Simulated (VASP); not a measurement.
# Li (Pm-3m) in VASP: single point with LDA

Aim: the single point of Li with LDA.

All numbers are computed with VASP 6.6.1; they aren't measurements. Logs are shortened: lines on timing, memory, paths and dates and some standing lists are left out, and cuts for length are marked.

## (1) The structure

Symmetry: Pm-3m, No. 221, cubic system. Conventional cell: a = 2.676 Å, b = 2.676 Å, c = 2.676 Å, α = 90.00°, β = 90.00°, γ = 90.00°. Around Li (site symmetry m-3m) lie 6 Li at 2.68 Å.

The cell was built by a generator and needn't be a form met in nature.

## (2) Single point, LDA

The input, INCAR:

```
PREC     = Accurate       # precision mode
ENCUT    = 520            # plane-wave cutoff, eV
EDIFF    = 1E-6           # SCF threshold, eV
ISMEAR   = -1             # smearing method
SIGMA    = 0.13605693000000002 # smearing width, eV
LREAL    = False          # projectors in reciprocal space
LASPH    = True           # aspherical terms in the spheres
NELM     = 60             # most SCF steps
ALGO     = Normal         # electronic algorithm
ISIF     = 2              # what is computed and relaxed
LWAVE    = False          # write WAVECAR
LCHARG   = True           # write CHGCAR
LELF     = True           # ELF
LVHAR    = True         
NBANDS   = 8              # bands
```

The input, KPOINTS:

```
regular mesh
0
Gamma
  12 12 12
```

The input, POSCAR:

```
Li
1.0
    2.6759640744      0.0000000000      0.0000000000
    0.0000000000      2.6759640744      0.0000000000
    0.0000000000      0.0000000000      2.6759640744
Li
1
Direct
    0.0000000000      0.0000000000      0.0000000000
```

Potentials or basis: VASP PAW LDA potentials, release 64 (Li_sv).

Launch:

```console
$ cat potpaw_LDA.64/Li_sv/POTCAR > POTCAR
$ mpirun -np 1 vasp_std > vasp.out
```

OUTCAR:

```text
PREC = Accurate
   ENCUT = 520
   EDIFF = 1E-6
   ISMEAR = -1
   LREAL = False
   LASPH = True
   NELM = 60
   ISIF = 2

 ion  position               nearest neighbor table
   1  0.000  0.000  0.000-

  LATTYP: Found a simple cubic cell.
 ALAT       =     2.6759640744

  Lattice vectors:

 A1 = (   2.6759640744,   0.0000000000,   0.0000000000)
 A2 = (   0.0000000000,   2.6759640744,   0.0000000000)
 A3 = (   0.0000000000,   0.0000000000,   2.6759640744)

Analysis of symmetry for initial positions (statically):
=====================================================================
 Subroutine PRICEL returns:
 Original cell was already a primitive cell.

 Routine SETGRP: Setting up the symmetry group for a
 simple cubic supercell.

 Subroutine GETGRP returns: Found 48 space group operations
 (whereof 48 operations were pure point group operations)
 out of a pool of 48 trial point group operations.

The static configuration has the point symmetry O_h .

Analysis of symmetry for dynamics (positions and initial velocities):
=====================================================================
 Subroutine PRICEL returns:
 Original cell was already a primitive cell.

 Routine SETGRP: Setting up the symmetry group for a
 simple cubic supercell.

 Subroutine GETGRP returns: Found 48 space group operations
 (whereof 48 operations were pure point group operations)
 out of a pool of 48 trial point group operations.

The dynamic configuration has the point symmetry O_h .

 Subroutine INISYM returns: Found 48 space group operations
 (whereof 48 operations are pure point group operations),
 and found     1 'primitive' translations

----------------------------------------------------------------------------------------

                                     Primitive cell

  volume of cell :      19.1620

  direct lattice vectors                    reciprocal lattice vectors
     2.675964074  0.000000000  0.000000000     0.373697095  0.000000000  0.000000000
     0.000000000  2.675964074  0.000000000     0.000000000  0.373697095  0.000000000
     0.000000000  0.000000000  2.675964074     0.000000000  0.000000000  0.373697095

  length of vectors
     2.675964074  2.675964074  2.675964074     0.373697095  0.373697095  0.373697095

  position of ions in fractional coordinates (direct lattice)
     0.000000000  0.000000000  0.000000000

  ion indices of the primitive-cell ions
   primitive index   ion index
                 1           1
[... 74 lines left out ...]
   EDIFFG = 0.1E-04   stopping-criterion for IOM
   NSW    =      0    number of steps for IOM
   IBRION =     -1    ionic relax: 0-MD 1-quasi-New 2-CG
   NFREE  =      0    steps in history (QN), initial steepest desc. (CG)
   ISIF   =      2    stress and relaxation
   ISYM   =      2    0-nonsym 1-usesym 2-fastsym
   POTIM  = 0.5000    time-step for ionic-motion
   TEBEG  =    0.0;   TEEND  =   0.0 temperature during run
   PSTRESS=    0.0 pullay stress
   NELECT =       3.0000    total number of electrons
   NUPDOWN=      -1.0000    fix difference up-down
   EMIN   =  10.00;   EMAX   =-10.00  energy-range for DOS
   EFERMI =   0.00;   METHOD = LEGACY
   ISMEAR =    -1;   SIGMA  =   0.14  broadening in eV -4-tet -1-fermi 0-gaus
   EFERMI_NEDOS =   21; number of points for ismear=-14 and -15
   IALGO  =     38    algorithm
   IMIX   =      4    mixing-type and parameters
     AMIX     =   0.40;   BMIX     =  1.00
     AMIX_MAG =   1.60;   BMIX_MAG =  1.00
  volume/ion in A,a.u.               =      19.16       129.31
  Fermi-wavevector in a.u.,A,eV,Ry     =   0.882338  1.667377 10.592412  0.778520
  Thomas-Fermi vector in A             =   2.002956
   LORBIT       =      0    0 simple, 1 ext, 2 COOP (PROOUT), +10 PAW based schemes
   GGA     = CA    functional components
   LHFCALC =     F    Hartree Fock is set to
   AEXX    =    0.0000 exact exchange contribution
   IVDW    =     0    specifies the selected vdW correction
   LEPSILON=     F    determine dielectric tensor
   LRPA    =     F    only Hartree local field effects (RPA)
 non-spin polarized calculation
  energy-cutoff  :      520.00
  volume of cell :       19.16
 maximum number of plane-waves:       552
 NGX is ok and might be reduce to    20
   NGX =  9   NGY =  9   NGZ =  9

 number of electron       2.9999991 magnetization

 Free energy of the ion-electron system (eV)
  ---------------------------------------------------
  ext. energy  EPLUGINS =         0.00000000
  ---------------------------------------------------
  free energy    TOTEN  =        -1.94019388 eV

  energy without entropy =       -1.91549557  energy(sigma->0) =       -1.92784472

 E-fermi :   0.7359     XC(G=0):  -7.2858

 val. band max:        0.6944336566   @ k =   0.4167   0.2500   0.0000
 cond. band min:       0.7572088824   @ k =   0.3333   0.3333   0.0833
 fundamental gap:      0.0627752259
 Fermi energy:         0.7358797183

 k-point     1 :       0.0000    0.0000    0.0000
  band No.  band energies     occupation
      1     -45.0735      2.00000
      2      -2.7657      2.00000
      3      13.0382      0.00000
      4      13.0382      0.00000
      5      13.0382      0.00000
      6      15.6568      0.00000
      7      15.6568      0.00000
      8      22.2144      0.00000
[... 243 lines left out ...]
 k-point    24 :       0.4167    0.3333    0.0000
  band No.  band energies     occupation
      1     -45.0258      2.00000
      2       1.5358      0.00558
      3       4.2879      0.00000
      4       9.1836      0.00000
      5      11.5097      0.00000
      6      17.3403      0.00000
      7      22.8058      0.00000
      8      24.2335      0.00000

 [... further k-points ...]

------------------------ aborting loop because EDIFF is reached ----------------------------------------

  FORCE on cell =-STRESS in cart. coord.  units (eV):
  Direction    XX          YY          ZZ          XY          YZ          ZX
  --------------------------------------------------------------------------------------
  -------------------------------------------------------------------------------------
  Total       -0.0220230     -0.0220230     -0.0220230     -0.0000000      0.0000000      0.0000000
  in kB       -1.8413954     -1.8413954     -1.8413954     -0.0000000      0.0000000      0.0000000
  external PRESSURE =      -1.8413954 kB  Pullay stress =       0.0000000 kB

 VOLUME and BASIS-vectors are now :
 -----------------------------------------------------------------------------
  energy-cutoff  :      520.00
  volume of cell :       19.16
      direct lattice vectors                 reciprocal lattice vectors
     2.675964074  0.000000000  0.000000000     0.373697095  0.000000000  0.000000000
     0.000000000  2.675964074  0.000000000     0.000000000  0.373697095  0.000000000
     0.000000000  0.000000000  2.675964074     0.000000000  0.000000000  0.373697095

 POSITION                                       TOTAL-FORCE (eV/Angst)
 -----------------------------------------------------------------------------------
      0.00000      0.00000      0.00000         0.000000      0.000000      0.000000
 -----------------------------------------------------------------------------------
    total drift:                                0.000000      0.000000      0.000000

  FREE ENERGIE OF THE ION-ELECTRON SYSTEM (eV)
  ---------------------------------------------------
  free  energy   TOTEN  =        -1.9401938791 eV

  energy  without entropy=       -1.9154955689  energy(sigma->0) =       -1.92784472
```

OSZICAR:

```text
N       E                     dE             d eps       ncg     rms          rms(c)
DAV:   1    -0.905273247568E-01   -0.90527E-01   -0.70867E+02  1408   0.258E+02
DAV:   2    -0.191754399632E+01   -0.18270E+01   -0.18047E+01  1888   0.343E+01
DAV:   3    -0.194248802362E+01   -0.24944E-01   -0.24929E-01  1576   0.330E+00
DAV:   4    -0.194279944156E+01   -0.31142E-03   -0.31142E-03  1976   0.292E-01
DAV:   5    -0.194280034592E+01   -0.90436E-06   -0.90434E-06  1560   0.124E-02    0.262E-01
DAV:   6    -0.194109299444E+01    0.17074E-02   -0.64653E-04  2128   0.956E-02    0.149E-01
DAV:   7    -0.194019536164E+01    0.89763E-03   -0.15035E-03  2040   0.147E-01    0.408E-02
DAV:   8    -0.194019351437E+01    0.18473E-05   -0.20454E-05  1568   0.357E-02    0.214E-03
DAV:   9    -0.194019387913E+01   -0.36476E-06   -0.15125E-06  1464   0.993E-03
   1 F= -.19401939E+01 E0= -.19278447E+01  d E =-.246983E-01
```

stdout:

```text
POSCAR found type information on POSCAR Li
 POSCAR found :  1 types and       1 ions
 scaLAPACK will be used
 LDA part: xc-table for (Slater(with rela. corr.)+CA(PZ))
 , standard interpolation
 POSCAR, INCAR and KPOINTS ok, starting setup
 FFT: planning ... GRIDC
 FFT: planning ... GRID_SOFT
 FFT: planning ... GRID
 WAVECAR not read
 entering main loop
```

It took 3.2 s on 1 thread of Intel Xeon 6975P-C (Granite Rapids), shared host; peak memory 0.11 GiB.

Results:

* Free energy: -1.9402 eV
* Band gap on the k mesh: none (metal or under the smearing width)

Levels at points of the mesh, in eV from the Fermi level:
```csv
k point,band 1,band 2,band 3,band 4,band 5,band 6
"(0.00, 0.00, 0.00)",-45.81,-3.50,12.30,12.30,12.30,14.92
"(0.50, 0.00, 0.00)",-45.78,-0.78,2.25,15.29,15.29,18.86
"(0.50, 0.50, 0.00)",-45.75,3.21,3.21,5.96,8.83,17.79
"(0.50, 0.50, 0.50)",-45.73,6.81,6.81,6.81,10.56,10.56
```

Caveat: the cutoff is under 1.25 times the usual one of these potentials, so pressure, stress and relaxed cells hold a basis-set (Pulay) error.
